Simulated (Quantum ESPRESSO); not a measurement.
# BN (F-43m) in Quantum ESPRESSO: settings compared

The runs below take BN through band structure, single point, equation of state, with rev-vdW-DF2, AM05.

All numbers are computed with Quantum ESPRESSO 7.5; they aren't measurements. Logs are shortened: lines on timing, memory, paths and dates and some standing lists are left out, and cuts for length are marked.

**Measured values to compare with.**

From a printed reference work, monograph, for a bulk crystal of BN at 300 K: band gap 6.4 eV (indirect).

“Effect of nanostructuration on compressibility of cubic BN”, 2012, arxiv:1208.3664 quotes, for a bulk crystal of BN at 300 K: bulk modulus 395 ± 2 GPa.

How close the calculation comes is told below.

### Step 1. Starting point

Symmetry: F-43m, No. 216, cubic system. Conventional cell: a = 3.626 Å, b = 3.626 Å, c = 3.626 Å, α = 90.00°, β = 90.00°, γ = 90.00°. Around N (site symmetry -43m) lie 4 B at 1.57 Å. B (site symmetry -43m) has 4 N at 1.57 Å as nearest neighbours.

The cell is a database's computed one.

### Step 2. Band structure, rev-vdW-DF2

File pw.in:

```
&CONTROL
  calculation = 'scf'
  prefix = 'pwscf'
  outdir = './tmp'
  pseudo_dir = './pseudo'
  tprnfor = .true.
  tstress = .true.
  disk_io = 'low'
/
&SYSTEM
  ibrav = 0
  A = 2.5639706
  nat = 2
  ntyp = 2
  ecutwfc = 84
  nbnd = 9
  input_dft = 'vdw-df2-b86r'
  occupations = 'smearing'
  smearing = 'fd'
  degauss = 0.00367493
/
&ELECTRONS
  conv_thr = 4d-10
  electron_maxstep = 120
  mixing_beta = 0.5
/
ATOMIC_SPECIES
N     14.0070 N.upf
B     10.8100 B.upf
CELL_PARAMETERS alat
   0.0000000000    0.7071067820    0.7071067820
   0.7071067820    0.0000000000    0.7071067820
   0.7071067820    0.7071067820    0.0000000000
ATOMIC_POSITIONS alat
N      0.3535533910    0.3535533910    0.3535533910
B      0.0000000000    0.0000000000    0.0000000000
K_POINTS automatic
13 13 13 0 0 0
```

File pp_density.in:

```
&INPUTPP
  prefix = 'pwscf'
  outdir = './tmp'
  filplot = 'density.dat'
  plot_num = 0
/
&PLOT
  nfile = 1
  filepp(1) = 'density.dat'
  iflag = 3
  output_format = 6
  fileout = 'density.cube'
/
```

File pp_potential.in:

```
&INPUTPP
  prefix = 'pwscf'
  outdir = './tmp'
  filplot = 'potential.dat'
  plot_num = 11
/
&PLOT
  nfile = 1
  filepp(1) = 'potential.dat'
  iflag = 3
  output_format = 6
  fileout = 'potential.cube'
/
```

File pp_elf.in:

```
&INPUTPP
  prefix = 'pwscf'
  outdir = './tmp'
  filplot = 'elf.dat'
  plot_num = 8
/
&PLOT
  nfile = 1
  filepp(1) = 'elf.dat'
  iflag = 3
  output_format = 6
  fileout = 'elf.cube'
/
```

File bands.in:

```
&CONTROL
  calculation = 'bands'
  prefix = 'pwscf'
  outdir = './tmp'
  pseudo_dir = './pseudo'
  disk_io = 'low'
  verbosity = 'high'
/
&SYSTEM
  ibrav = 0
  A = 2.5639706
  nat = 2
  ntyp = 2
  ecutwfc = 84
  nbnd = 9
  input_dft = 'vdw-df2-b86r'
  occupations = 'smearing'
  smearing = 'fd'
  degauss = 0.00367493
/
&ELECTRONS
  conv_thr = 1d-08
  electron_maxstep = 120
  mixing_beta = 0.5
  diago_full_acc = .true.
/
ATOMIC_SPECIES
N     14.0070 N.upf
B     10.8100 B.upf
CELL_PARAMETERS alat
   0.0000000000    0.7071067820    0.7071067820
   0.7071067820    0.0000000000    0.7071067820
   0.7071067820    0.7071067820    0.0000000000
ATOMIC_POSITIONS alat
N      0.3535533910    0.3535533910    0.3535533910
B      0.0000000000    0.0000000000    0.0000000000
K_POINTS crystal
60
 0.0000000000  0.0000000000  0.0000000000 1
 0.0625000000  0.0000000000  0.0625000000 1
 0.1250000000  0.0000000000  0.1250000000 1
 0.1875000000  0.0000000000  0.1875000000 1
 0.2500000000  0.0000000000  0.2500000000 1
 0.3125000000  0.0000000000  0.3125000000 1
 0.3750000000  0.0000000000  0.3750000000 1
 0.4375000000  0.0000000000  0.4375000000 1
 0.5000000000  0.0000000000  0.5000000000 1
 0.5000000000  0.0625000000  0.5625000000 1
 0.5000000000  0.1250000000  0.6250000000 1
 0.5000000000  0.1875000000  0.6875000000 1
 0.5000000000  0.2500000000  0.7500000000 1
 0.4375000000  0.3125000000  0.7500000000 1
 0.3750000000  0.3750000000  0.7500000000 1
 0.3375000000  0.3375000000  0.6750000000 1
 0.3000000000  0.3000000000  0.6000000000 1
 0.2625000000  0.2625000000  0.5250000000 1
 0.2250000000  0.2250000000  0.4500000000 1
 0.1875000000  0.1875000000  0.3750000000 1
 0.1500000000  0.1500000000  0.3000000000 1
 0.1125000000  0.1125000000  0.2250000000 1
 0.0750000000  0.0750000000  0.1500000000 1
 0.0375000000  0.0375000000  0.0750000000 1
 0.0000000000  0.0000000000  0.0000000000 1
 0.0625000000  0.0625000000  0.0625000000 1
 0.1250000000  0.1250000000  0.1250000000 1
 0.1875000000  0.1875000000  0.1875000000 1
 0.2500000000  0.2500000000  0.2500000000 1
 0.3125000000  0.3125000000  0.3125000000 1
 0.3750000000  0.3750000000  0.3750000000 1
 0.4375000000  0.4375000000  0.4375000000 1
 0.5000000000  0.5000000000  0.5000000000 1
 0.5250000000  0.4500000000  0.5250000000 1
 0.5500000000  0.4000000000  0.5500000000 1
 0.5750000000  0.3500000000  0.5750000000 1
 0.6000000000  0.3000000000  0.6000000000 1
 0.6250000000  0.2500000000  0.6250000000 1
 0.5833333333  0.2500000000  0.6666666667 1
 0.5416666667  0.2500000000  0.7083333333 1
 0.5000000000  0.2500000000  0.7500000000 1
 0.5000000000  0.2857142857  0.7142857143 1
 0.5000000000  0.3214285714  0.6785714286 1
 0.5000000000  0.3571428571  0.6428571429 1
 0.5000000000  0.3928571429  0.6071428571 1
 0.5000000000  0.4285714286  0.5714285714 1
 0.5000000000  0.4642857143  0.5357142857 1
 0.5000000000  0.5000000000  0.5000000000 1
 0.4821428571  0.4821428571  0.5357142857 1
 0.4642857143  0.4642857143  0.5714285714 1
 0.4464285714  0.4464285714  0.6071428571 1
 0.4285714286  0.4285714286  0.6428571429 1
 0.4107142857  0.4107142857  0.6785714286 1
 0.3928571429  0.3928571429  0.7142857143 1
 0.3750000000  0.3750000000  0.7500000000 1
 0.6250000000  0.2500000000  0.6250000000 1
 0.5937500000  0.1875000000  0.5937500000 1
 0.5625000000  0.1250000000  0.5625000000 1
 0.5312500000  0.0625000000  0.5312500000 1
 0.5000000000  0.0000000000  0.5000000000 1
```

Potentials or basis: PseudoDojo 0.4.1 SR PBE standard.

Launch:

```
> OMP_NUM_THREADS=1 pw.x -in pw.in > pw.out
> OMP_NUM_THREADS=1 pp.x -in pp_density.in > pp_density.out
> OMP_NUM_THREADS=1 pp.x -in pp_potential.in > pp_potential.out
> OMP_NUM_THREADS=1 pp.x -in pp_elf.in > pp_elf.out
> OMP_NUM_THREADS=1 pw.x -in bands.in > bands.out
```

pw.out:

```text
This program is part of the open-source Quantum ESPRESSO suite
     for quantum simulation of materials; please cite
         "P. Giannozzi et al., J. Phys.:Condens. Matter 21 395502 (2009);
         "P. Giannozzi et al., J. Phys.:Condens. Matter 29 465901 (2017);
         "P. Giannozzi et al., J. Chem. Phys. 152 154105 (2020);
     in publications or presentations arising from this work. More details at

     IMPORTANT: XC functional enforced from input :
     Exchange-correlation= VDW-DF2-B86R
                           (   1   4  26   0   2   0   0)
     Any further DFT definition will be discarded
     Please, verify this is what you really want

     Message from routine setup:
     using ibrav=0 with symmetry is DISCOURAGED, use correct ibrav instead

     G-vector sticks info
     --------------------
     sticks:   dense  smooth     PW     G-vecs:    dense   smooth      PW
     Sum         547     547    163                 8363     8363    1459

     Using Slab Decomposition

     bravais-lattice index     =            0
     lattice parameter (alat)  =       4.8452  a.u.
     unit-cell volume          =      80.4305 (a.u.)^3
     number of atoms/cell      =            2
     number of atomic types    =            2
     number of electrons       =         8.00
     number of Kohn-Sham states=            9
     kinetic-energy cutoff     =      84.0000  Ry
     charge density cutoff     =     336.0000  Ry
     scf convergence threshold =      4.0E-10
     mixing beta               =       0.5000
     number of iterations used =            8  plain     mixing
     Exchange-correlation= VDW-DF2-B86R
                           (   1   4  26   0   2   0   0)

     celldm(1)=   4.845202  celldm(2)=   0.000000  celldm(3)=   0.000000
     celldm(4)=   0.000000  celldm(5)=   0.000000  celldm(6)=   0.000000

     crystal axes: (cart. coord. in units of alat)
               a(1) = (   0.000000   0.707107   0.707107 )
               a(2) = (   0.707107   0.000000   0.707107 )
               a(3) = (   0.707107   0.707107   0.000000 )

     reciprocal axes: (cart. coord. in units 2 pi/alat)
               b(1) = ( -0.707107  0.707107  0.707107 )
               b(2) = (  0.707107 -0.707107  0.707107 )
               b(3) = (  0.707107  0.707107 -0.707107 )

     PseudoPot. # 1 for N  read from file:
     N.upf
     Pseudo is Norm-conserving + core correction, Zval =  5.0
     Generated using ONCVPSP code by D. R. Hamann
     Using radial grid of 1058 points,  4 beta functions with:
                l(1) =   0
                l(2) =   0
                l(3) =   1
                l(4) =   1

     PseudoPot. # 2 for B  read from file:
     B.upf
     Pseudo is Norm-conserving + core correction, Zval =  3.0
     Generated using ONCVPSP code by D. R. Hamann
     Using radial grid of 1534 points,  4 beta functions with:
                l(1) =   0
                l(2) =   0
                l(3) =   1
                l(4) =   1

     atomic species   valence    mass     pseudopotential
     N                 5.00    14.00700     N ( 1.00)
     B                 3.00    10.81000     B ( 1.00)

     24 Sym. Ops. (no inversion) found

   Cartesian axes

     site n.     atom                  positions (alat units)
         1        N      tau(   1) = (   0.3535534   0.3535534   0.3535534  )
         2        B      tau(   2) = (   0.0000000   0.0000000   0.0000000  )

     number of k points=    84  Fermi-Dirac smearing, width (Ry)=  0.0037
                       cart. coord. in units 2pi/alat
        k(    1) = (   0.0000000   0.0000000   0.0000000), wk =   0.0009103
        k(    2) = (   0.0543928   0.0543928  -0.0543928), wk =   0.0072827
        k(    3) = (   0.1087857   0.1087857  -0.1087857), wk =   0.0072827
        k(    4) = (   0.1631785   0.1631785  -0.1631785), wk =   0.0072827
        k(    5) = (   0.2175713   0.2175713  -0.2175713), wk =   0.0072827
        k(    6) = (   0.2719641   0.2719641  -0.2719641), wk =   0.0072827
[... 76 lines left out ...]
        k(   83) = (   0.0000000  -0.4351426   0.6527140), wk =   0.0218480
        k(   84) = (  -0.0543928  -0.3807498   0.7071068), wk =   0.0218480

     Dense  grid:     8363 G-vectors     FFT dimensions: (  30,  30,  30)

     Initial potential from superposition of free atoms

     starting charge       7.9997, renormalised to       8.0000

     %%%%%%%%%%%%%%%%%%%%%%%%%%%%%%%%%%%%%%%%%%%%%%%%%%%%%%%%%%%%%%%%%%%%%%%%
     %                                                                      %
     % You are using vdW-DF, which was implemented by the Thonhauser group. %
     % Please cite the following two papers that made this development      %
     % possible and the two reviews that describe the various versions:     %
     %                                                                      %
     %   T. Thonhauser et al., PRL 115, 136402 (2015).                      %
     %   T. Thonhauser et al., PRB 76, 125112 (2007).                       %
     %   K. Berland et al., Rep. Prog. Phys. 78, 066501 (2015).             %
     %   D.C. Langreth et al., J. Phys.: Condens. Matter 21, 084203 (2009). %
     %                                                                      %
     % If you are calculating stress with vdW-DF, please also cite:         %
     %                                                                      %
     %   R. Sabatini et al., J. Phys.: Condens. Matter 24, 424209 (2012).   %
     %                                                                      %
     %%%%%%%%%%%%%%%%%%%%%%%%%%%%%%%%%%%%%%%%%%%%%%%%%%%%%%%%%%%%%%%%%%%%%%%%

     %%%%%%%%%%%%%%%%%%%%%%%%%%%%%%%%%%%%%%%%%%%%%%%%%%%%%%%%%%%%%%%%%%%%%%%%
     %                                                                      %
     %  vdW-DF NEWS:                                                        %
     %                                                                      %
     %  * vdW-DF3 is now available. DOI: 10.1021/acs.jctc.0c00471           %
     %    use with input_dft = 'vdW-DF3-opt1' or 'vdW-DF3-opt2'             %
     %                                                                      %
     %  * Unscreened and range-separated hybrid vdW-DF-cx functionals       %
     %    DOI: 10.1063/1.4986522 and 10.1088/1361-648X/ac2ad2               %
     %    use with input_dft = 'vdW-DF-cx0'    and 'vdW-DF-ahcx'            %
     %  * Unscreened and range-separated hybrid vdW-DF2-b86r functionals    %
     %    DOI: 10.1063/1.4986522 and DOI: 10.1103/PhysRevX.12.041003        %
     %    use with input_dft = 'vdW-DF2-br0' and 'vdW-DF2-ahbr'             %
     %                                                                      %
     %%%%%%%%%%%%%%%%%%%%%%%%%%%%%%%%%%%%%%%%%%%%%%%%%%%%%%%%%%%%%%%%%%%%%%%%

     Starting wfcs are    8 randomized atomic wfcs +    1 random wfcs

     Self-consistent Calculation

     iteration #  1     ecut=    84.00 Ry     beta= 0.50
     Davidson diagonalization with overlap
     ethr =  1.00E-02,  avg # of iterations =  5.2

     total energy              =     -26.81643242 Ry
     estimated scf accuracy    <       0.21791497 Ry

     iteration #  2     ecut=    84.00 Ry     beta= 0.50
     Davidson diagonalization with overlap
     ethr =  2.72E-03,  avg # of iterations =  1.1
[... 36 lines left out ...]
     total energy              =     -26.85768205 Ry
     estimated scf accuracy    <       0.00000001 Ry

     iteration #  8     ecut=    84.00 Ry     beta= 0.50
     Davidson diagonalization with overlap
     ethr =  9.39E-11,  avg # of iterations =  1.2

     End of self-consistent calculation

          k = 0.0000 0.0000 0.0000 (  1037 PWs)   bands (ev):

    -9.1247  10.9755  10.9755  10.9755  19.8370  19.8370  19.8370  21.2121
    35.5131

          k = 0.0544 0.0544-0.0544 (  1028 PWs)   bands (ev):

    -8.9816  10.1985  10.8224  10.8224  20.0014  20.0690  20.0690  21.7047
    35.3614

          k = 0.1088 0.1088-0.1088 (  1025 PWs)   bands (ev):
[... 291 lines left out ...]
    -5.8446   3.6238   6.3164   8.8546  21.0773  21.8385  24.0910  25.0483
    31.4379

          k = 0.0000-0.2176 0.3264 (  1042 PWs)   bands (ev):

    -6.7651   5.1424   6.9663   9.4342  20.5403  22.0943  23.3799  24.2606
    31.0814

          k = 0.4351 0.1088 0.0000 (  1042 PWs)   bands (ev):

    -6.0876   5.0613   6.8914   7.5459  17.8113  22.2248  24.9719  25.8245
    30.1031

          k = 0.4895 0.1632-0.0544 (  1045 PWs)   bands (ev):

    -5.2223   3.7870   6.2048   7.0797  18.2348  22.5937  24.9633  26.5323
    30.6540

          k =-0.1632-0.4895 0.5983 (  1051 PWs)   bands (ev):
[... 11 lines left out ...]
    -4.1765   2.3352   4.6435   7.5741  19.9592  23.4669  25.6369  26.8102
    29.6249

          k = 0.0000-0.3264 0.4351 (  1048 PWs)   bands (ev):

    -4.9638   3.1191   5.0217   8.2015  20.6903  22.5634  25.0217  25.8655
    30.8634

          k = 0.5439 0.1088 0.0000 (  1046 PWs)   bands (ev):

    -4.7597   3.6260   6.1801   6.4106  16.9365  21.3782  26.6565  27.5625
    30.8240

          k =-0.1088-0.5439 0.6527 (  1051 PWs)   bands (ev):

    -4.0251   2.9414   5.1863   6.2416  17.5444  22.0745  26.4931  27.9437
    30.7491

          k =-0.0544-0.4895 0.5983 (  1051 PWs)   bands (ev):
[... 61 lines left out ...]
    -3.3587   3.1040   3.9332   5.4126  19.4458  23.9224  25.3188  27.1574
    30.0415

          k =-0.0544-0.3807 0.7071 (  1054 PWs)   bands (ev):

    -3.3737   3.2206   4.0976   4.9947  20.4572  23.9675  25.0730  26.4676
    29.9533

     the Fermi energy is    13.1942 ev

!    total energy              =     -26.85768205 Ry
     estimated scf accuracy    <          1.1E-10 Ry
     smearing contrib. (-TS)   =       0.00000000 Ry
     internal energy E=F+TS    =     -26.85768205 Ry

     The total energy is F=E-TS. E is the sum of the following terms:
     one-electron contribution =       4.58245596 Ry
     hartree contribution      =       3.60382264 Ry
     xc contribution           =      -8.78309785 Ry
     ewald contribution        =     -26.26086280 Ry

     convergence has been achieved in   8 iterations

     Forces acting on atoms (cartesian axes, Ry/au):

     atom    1 type  1   force =     0.00000000    0.00000000    0.00000000
     atom    2 type  2   force =     0.00000000    0.00000000    0.00000000

     Total force =     0.000000     Total SCF correction =     0.000000

     Computing stress (Cartesian axis) and pressure

          total   stress  (Ry/bohr**3)                   (kbar)     P=      -10.39
  -0.00007061   0.00000000  -0.00000000          -10.39        0.00       -0.00
   0.00000000  -0.00007061   0.00000000            0.00      -10.39        0.00
  -0.00000000   0.00000000  -0.00007061           -0.00        0.00      -10.39

=------------------------------------------------------------------------------=
   JOB DONE.
=------------------------------------------------------------------------------=
```

It took 4.8 min on 1 thread of Intel Xeon 6985P-C at 2.30GHz (Granite Rapids), shared host; peak memory 0.09 GiB.

What came out:

| Property | Result |
| --- | --- |
| Free energy | -365.4174 eV |
| Pressure | -1.0 GPa |
| Band gap on the k mesh | 4.60 eV, indirect (least direct gap 8.86 eV) |
| Band gap along the path | 4.53 eV, indirect (least direct gap 8.86 eV) |

Levels at the corners of the path, in eV from the valence-band top:
```csv
point,band 1,band 2,band 3,band 4,band 5,band 6,band 7,band 8,band 9
Γ,-20.10,0.00,0.00,0.00,8.86,8.86,8.86,10.24,24.54
X,-14.57,-8.84,-4.86,-4.86,4.53,9.29,17.79,17.79,20.59
W,-14.26,-7.52,-6.90,-6.43,9.61,13.26,14.53,14.58,19.16
K,-14.48,-8.05,-7.58,-4.04,6.96,12.87,15.75,16.57,18.59
Γ,-20.10,0.00,0.00,0.00,8.86,8.86,8.86,10.24,24.54
L,-15.92,-10.59,-1.92,-1.92,10.11,10.75,10.75,15.16,23.29
U,-14.48,-8.05,-7.58,-4.04,6.96,12.87,15.75,16.57,18.59
W,-14.26,-7.52,-6.90,-6.43,9.61,13.26,14.53,14.58,19.16
L,-15.92,-10.59,-1.92,-1.92,10.11,10.75,10.75,15.16,23.29
K,-14.48,-8.05,-7.58,-4.04,6.96,12.87,15.75,16.57,18.59
U,-14.48,-8.05,-7.58,-4.04,6.96,12.87,15.75,16.57,18.59
X,-14.57,-8.84,-4.86,-4.86,4.53,9.29,17.79,17.79,20.59
```

Caveat: the potentials were made for another functional, which shifts forces and pressure.

### Step 3. Band structure, AM05

File pw.in:

```
&CONTROL
  calculation = 'scf'
  prefix = 'pwscf'
  outdir = './tmp'
  pseudo_dir = './pseudo'
  tprnfor = .true.
  tstress = .true.
  disk_io = 'low'
/
&SYSTEM
  ibrav = 0
  nat = 2
  ntyp = 2
  ecutwfc = 84
  nbnd = 9
  input_dft = 'XC-000I-000I-120L-135L-000I-000I'
  occupations = 'smearing'
  smearing = 'fd'
  degauss = 0.00367493
/
&ELECTRONS
  conv_thr = 4d-10
  electron_maxstep = 120
  mixing_beta = 0.5
/
ATOMIC_SPECIES
N     14.0070 N.upf
B     10.8100 B.upf
CELL_PARAMETERS angstrom
   0.0000000000    1.8130010000    1.8130010000
   1.8130010000    0.0000000000    1.8130010000
   1.8130010000    1.8130010000    0.0000000000
ATOMIC_POSITIONS angstrom
N      0.9065005000    0.9065005000    0.9065005000
B      0.0000000000    0.0000000000    0.0000000000
K_POINTS automatic
13 13 13 0 0 0
```

bands.in: that of step 2 with these lines changed.

```diff
@@ -10,3 +10,2 @@
   ibrav = 0
-  A = 2.5639706
   nat = 2
@@ -15,3 +14,3 @@
   nbnd = 9
-  input_dft = 'vdw-df2-b86r'
+  input_dft = 'XC-000I-000I-120L-135L-000I-000I'
   occupations = 'smearing'
@@ -29,8 +28,8 @@
 B     10.8100 B.upf
-CELL_PARAMETERS alat
-   0.0000000000    0.7071067820    0.7071067820
-   0.7071067820    0.0000000000    0.7071067820
-   0.7071067820    0.7071067820    0.0000000000
-ATOMIC_POSITIONS alat
-N      0.3535533910    0.3535533910    0.3535533910
+CELL_PARAMETERS angstrom
+   0.0000000000    1.8130010000    1.8130010000
+   1.8130010000    0.0000000000    1.8130010000
+   1.8130010000    1.8130010000    0.0000000000
+ATOMIC_POSITIONS angstrom
+N      0.9065005000    0.9065005000    0.9065005000
 B      0.0000000000    0.0000000000    0.0000000000
```

Potentials or basis: PseudoDojo 0.4.1 SR PBE standard.

Launch:

```
> OMP_NUM_THREADS=1 pw.x -in pw.in > pw.out
> OMP_NUM_THREADS=1 pw.x -in bands.in > bands.out
```

It took 6.8 s on 1 thread of Intel Xeon 6985P-C at 2.30GHz (Granite Rapids), shared host; peak memory 0.09 GiB.

It converged, with:

* Free energy: -363.1672 eV
* Pressure: -6.4 GPa
* Band gap on the k mesh: 4.38 eV, indirect (least direct gap 8.76 eV)
* Band gap along the path: 4.30 eV, indirect (least direct gap 8.76 eV)

Levels at the corners of the path, in eV from the valence-band top:
```
point  band 1  band 2  band 3  band 4  band 5  band 6  band 7  band 8  band 9
    Γ  -20.20    0.00    0.00    0.00    8.76    8.76    8.76   10.07   24.33
    X  -14.61   -8.94   -4.91   -4.91    4.30    9.10   17.74   17.74   20.48
    W  -14.29   -7.60   -6.99   -6.53    9.44   13.15   14.38   14.50   19.07
    K  -14.52   -8.15   -7.69   -4.08    6.76   12.73   15.68   16.49   18.46
    Γ  -20.20    0.00    0.00    0.00    8.76    8.76    8.76   10.07   24.33
    L  -15.98  -10.72   -1.94   -1.94    9.97   10.62   10.62   15.00   23.10
    U  -14.52   -8.15   -7.69   -4.08    6.76   12.73   15.68   16.49   18.46
    W  -14.29   -7.60   -6.99   -6.53    9.44   13.15   14.38   14.50   19.07
    L  -15.98  -10.72   -1.94   -1.94    9.97   10.62   10.62   15.00   23.10
    K  -14.52   -8.15   -7.69   -4.08    6.76   12.73   15.68   16.49   18.46
    U  -14.52   -8.15   -7.69   -4.08    6.76   12.73   15.68   16.49   18.46
    X  -14.61   -8.94   -4.91   -4.91    4.30    9.10   17.74   17.74   20.48
```

Caveat: the potentials were made for another functional, which shifts forces and pressure.

(Continued in part 2 of 2.)
